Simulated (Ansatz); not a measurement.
AgCl in the CsCl structure, relaxed with r2SCAN in Ansatz. The symmetry is Pm-3m (No. 221, cubic); a = 3.396 Å in the conventional setting, 19.58 Å³ an atom. Ag has 8 Cl at 2.94 Å; Cl has 8 Ag at 2.94 Å.

The axes x, y and z are those of this cell:
```
Ag Cl
1.0
     3.39559    0.00000    0.00000
     0.00000    3.39559    0.00000
     0.00000    0.00000    3.39559
Ag Cl
1 1
Direct
  0.00000 0.00000 0.00000
  0.50000 0.50000 0.50000
```

Unstrained: PBE gives an indirect gap of 0.585 eV, from X to Γ; the least direct gap is 2.195 eV at Γ. With r2SCAN the valence top lies at X and the conduction bottom at Γ, 1.227 eV higher; the smallest vertical gap, at Γ, is 2.876 eV. With HSE06 the valence top lies at X and the conduction bottom at Γ, 2.010 eV higher; the smallest vertical gap, at Γ, is 3.576 eV. Meshes: PBE 8×8×8, r2SCAN 8×8×8, HSE06 6×6×6. Strains are changes of length per length, and xy shears are angles. After each strain the atoms were relaxed again with r2SCAN within the symmetry that the strain leaves, so tilts or polar shifts that break it weren't tested; points keep the names that they have in the unstrained zone. Simulation only: spin-unpolarised, and no claim that this is the phase found in nature.

Question: Estimate what epitaxial -5.01 % in the xy plane, free normal strain +4.60 % does to the gap.

Answer: PBE: the gap goes from 0.585 to 0.464 eV (-0.121 eV). r2SCAN: the gap goes from 1.227 to 1.106 eV (-0.121 eV). HSE06: the gap goes from 2.010 to 1.870 eV (-0.140 eV). The r2SCAN energy rises by 34.0 meV an atom.

Question: Apply xy shear, engineering strain (angle) -3.73 %. How far does the gap move, against the unstrained cell?

Answer: PBE: the gap goes from 0.585 to 0.471 eV (-0.114 eV). r2SCAN: the gap goes from 1.227 to 1.108 eV (-0.119 eV). HSE06: the gap goes from 2.010 to 1.892 eV (-0.118 eV). The r2SCAN energy rises by -0.9 meV an atom.

Question: Apply uniaxial +2.02 % along x, other directions held. How far does the gap move, against the unstrained cell?

Answer: PBE: the gap goes from 0.585 to 0.557 eV (-0.028 eV). r2SCAN: the gap goes from 1.227 to 1.193 eV (-0.034 eV). HSE06: the gap goes from 2.010 to 1.979 eV (-0.031 eV). The r2SCAN energy rises by 2.4 meV an atom.

Spin-orbit coupling is left out.

The meshes of the hybrids are coarse, so their gaps aren't converged to the digits shown.
